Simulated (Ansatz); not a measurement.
The system is MoS2, a slab with vacuum.

```
Mo S
1.0
     3.18413    0.00000    0.00000
    -1.59206    2.75753    0.00000
     0.00000    0.00000   17.33460
Mo S
1 2
Direct
  0.00000 0.00000 0.00000
  0.33333 0.66667 0.91051
  0.33333 0.66667 0.08949
```

A run of Ansatz 0.2.0 on this cell left the log below. Logs are shortened: lines on timing, memory, paths and dates and some standing lists are left out, and cuts for length are marked.

```text
Warning: RAYON_NUM_THREADS=2 ignored (pool sized by the plan → 2); use --threads N
Engine: ansatz 0.2.0, aarch64-unknown-linux-gnu
Pseudopotentials: kind: paw
Pseudopotential: Mo, paw, valence charge 14, recommended cutoff 420 eV (normal), Mo.paw.azcp
Pseudopotential: S, paw, valence charge 6, recommended cutoff 420 eV (normal), S.paw.azcp
Functional definition: PBEsol
  exchange = pbesol_x
  correlation = pbesol_c
Crystal: 3 atoms, lattice volume = 152.204 Å³
Basis set: ecut = 420 eV, 3021 PW (Γ), exchange–correlation on 48×48×240 points (8 copies of the dense FFT grid, shifted against one another)
Bands: 17, of which v1, the nominal top of the filled ones, is band 13 counted from 1 (12 counted from 0)
Symmetry: 12 space group operations
Space group: P-6m2 (ITA 187), of the structure as read, at distance tolerance 5.3e-5 Å
k-points: 28 of 200 (time reversal used)
Non-local potential: Mo, projectors of the file, l = 0: 3, l = 1: 2, l = 2: 2, l = 3: 1
Non-local potential: S, projectors of the file, l = 0: 2, l = 1: 2, l = 2: 2
PAW form: soft (Blöchl's): semilocal exchange-correlation on the pseudo side does not see the compensation charge
PAW frozen core: Mo, regenerated for the run's functional, and the local potential with it (the file was generated under x = pbe(κ = 0.804, μ = 0.2195149727645171), c = pbe(β = 0.06672455060314922))
PAW frozen core: S, regenerated for the run's functional, and the local potential with it (the file was generated under x = pbe(κ = 0.804, μ = 0.2195149727645171), c = pbe(β = 0.06672455060314922))
PAW one-centre angular grid: Mo, 590 points (default); XC on 64 Gauss nodes
PAW one-centre angular grid: S, 110 points (default); XC on 64 Gauss nodes
Initial density: superposition of atomic densities (neutral atoms: chi_scale 0, normalization atom), corrected by the library's trained network
Initial wavefunctions: pseudopotential atomic-orbital guess
Functional: x = pbesol(κ = 0.804, μ = 0.12345679012345678), c = pbesol(β = 0.046)
SCF iter   1: F=—  HF=-6670.120179 eV  |F-HF|=—  |Δ(HF+E_count)|=         —  Δρ=4.25e-3  dr2=3.30e-2  ethr=1.77e-3  ⟨swp⟩=9.1  Hψ=3339  notcnv=0
preconditioner: auto → none  [insulator: Δε(μ)=1.695 eV  Ē_g=8.043 eV  σ=0.050 eV  W_gap=1.00  n_scr=10 (ndim 8)  ℏωp=12.8 eV  f_vac=0.618  D(μ)=0.00/eV (n_scr^D=0)  ε∞_Penn≈3.5]
SCF iter   2: F=—  HF=-6670.138637 eV  |F-HF|=—  |Δ(HF+E_count)|=   1.85e-2  Δρ=5.31e-3  dr2=1.25e-1  ethr=1.27e-4  ⟨swp⟩=3.5  Hψ=1221  notcnv=0
SCF iter   3: F=—  HF=-6670.122682 eV  |F-HF|=—  |Δ(HF+E_count)|=   1.60e-2  Δρ=1.76e-3  dr2=6.35e-3  ethr=1.27e-4  ⟨swp⟩=2.8  Hψ=812  notcnv=0
[... 48 lines left out ...]
Harris-Foulkes:  -6670.142205 eV  (|F-HF|=2.73e-12)
Internal energy: -6670.142205 eV  (E = F + TS)
E sigma→0 (E₀):  -6670.142205 eV
Fermi energy:    0.773048 eV
--- Per-component energies (eV) ---
  E_band       = -425.437775
  E_kinetic    = 656.602121
  E_local      = -13350.887075  (includes V_loc(G=0)·N_el)
  E_nonlocal   = 201.394541
  E_hartree    = 6313.352361
  E_xc         = -375.663580
  E_vxc        = -404.516021  (∫ρ·V_xc dr)
  E_paw        = -4311.917097  (= ΣΔE_a)
  E_vpaw       = -154.736042  (= ΣTr[D̂ρ^β])
  E_aug_tail   = 0.000031  (compensation charges beyond the density's cutoff)
  E_ewald      = 4196.643294
  E_core_change = 0.333198  (= ΣΔE_core)
  E_smearing   = -0.000000  (= −TS)
  E_closure    = 0.000000  (closes the sum)
  Σ components = -6670.142205   (vs F -6670.142205, Δ=0.00e0)
--- Forces (eV/Å), atoms counted from 1 ---
  atom   1  Mo     0.00000000    -0.00000000     0.00000000
  atom   2  S     -0.00000000    -0.00000000     0.00092794
  atom   3  S      0.00000000    -0.00000000    -0.00092794
  max |Σ_I F_I| component: 6.48e-17 eV/Å
--- Stress (GPa, compression-positive) ---
       -0.032536       0.000000       0.000000
        0.000000      -0.032536       0.000000
        0.000000       0.000000      -0.003065
  P = ⅓ Tr σ = -0.0227 GPa (-0.227 kbar)
--- Band table (eV; the first three rows and the last of 28) ---
  k-point 0: bands = ["-60.8529", "-35.0596", "-34.7948", "-34.7948", "-14.3745", "-13.0079", "-5.9177", "-2.7693", "-2.7693", "-1.9937", "-1.6106", "-1.6106", "-0.2181", "2.7446", "2.7446", "3.0220", "3.0220"]
  k-point 1: bands = ["-60.8529", "-35.0596", "-34.7948", "-34.7948", "-14.3745", "-13.0079", "-5.9177", "-2.7693", "-2.7693", "-1.9937", "-1.6106", "-1.6106", "-0.2181", "2.7446", "2.7446", "3.0220", "3.0220"]
  k-point 2: bands = ["-60.8486", "-35.0512", "-34.8373", "-34.8044", "-14.2175", "-12.9440", "-5.7432", "-3.1033", "-2.6054", "-2.6027", "-1.8521", "-1.2454", "-0.2858", "2.5586", "2.6037", "2.8466", "3.0090"]
  k-point 27: bands = ["-60.8028", "-35.1382", "-35.0427", "-34.9614", "-12.1048", "-12.0575", "-5.6579", "-5.1199", "-4.0646", "-3.6405", "-3.1932", "-2.2020", "-0.2709", "1.7925", "2.9494", "3.4150", "4.8937"]
--- Relaxed structure (3 steps of the walk, 3 accepted, 1 SCFs on fresh bases) ---
  F+E_penalty+E_count = -6670.14220512 eV   max|allowed force component| = 9.279e-4 eV/Å   (the final SCF, on the basis selected at the relaxed cell)
  cell:  # Å, volume = 148.1794 Å³
    - [3.14151392935158, 5.359972156052265e-34, 0.0]
    - [-1.57075696467579, 2.7206308691611403, 0.0]
    - [0.0, 0.0, 17.337211324043793]
  atoms:
    - { symbol: Mo, position: [3.0814879110195774e-33, -2.8783559898885975e-17, 1.3343051707609452e-19] }
    - { symbol: S, position: [0.3333333333333333, 0.6666666666666666, 0.9101311973679378] }
    - { symbol: S, position: [0.3333333333333333, 0.6666666666666666, 0.08986880263206216] }
```

Question: Write the input and the command behind it.

Answer: Relaxation of cell and atoms with PBEsol, no spin polarisation. The files as run (others can give the same):

input.yaml
```yaml
crystal:
  lattice:
    - [3.1841260822, 0.0, 0.0]
    - [-1.5920630411, 2.757534076, 0.0]
    - [0.0, 0.0, 17.33459995]
  atoms:
    - { symbol: Mo, position: [0.0, 0.0, 0.0] }
    - { symbol: S, position: [0.3333333333, 0.6666666667, 0.91050702] }
    - { symbol: S, position: [0.3333333333, 0.6666666667, 0.08949298] }
hamiltonian:
  xc: pbesol
  pseudopotentials: { kind: paw }
kpoints:
  mp_grid: { grid: [10, 10, 2] }
scf:
  occupations: { method: fermi_dirac, width: 0.05 }
output:
  forces: true
  stress: true
  eigenvalues: true
relax:
  f_tol: 0.01
  max_steps: 40
  cell: { stress_tol: 0.05 }
```

Potentials or basis: Ansatz PAW.
Launch:
```bash
$ ansatz run input.yaml --threads 2 --pin off --max-ram 5632MiB --backend cpu --events-out ev --progress --plain --runs-dir out
```

Caveat: the plane-wave basis is chosen anew once the cell has moved, so the energies of steps on either side of that aren't comparable; the PAW data sets come from PBE, with cores solved anew for the run's functional, which leaves a small shift of forces and pressure.
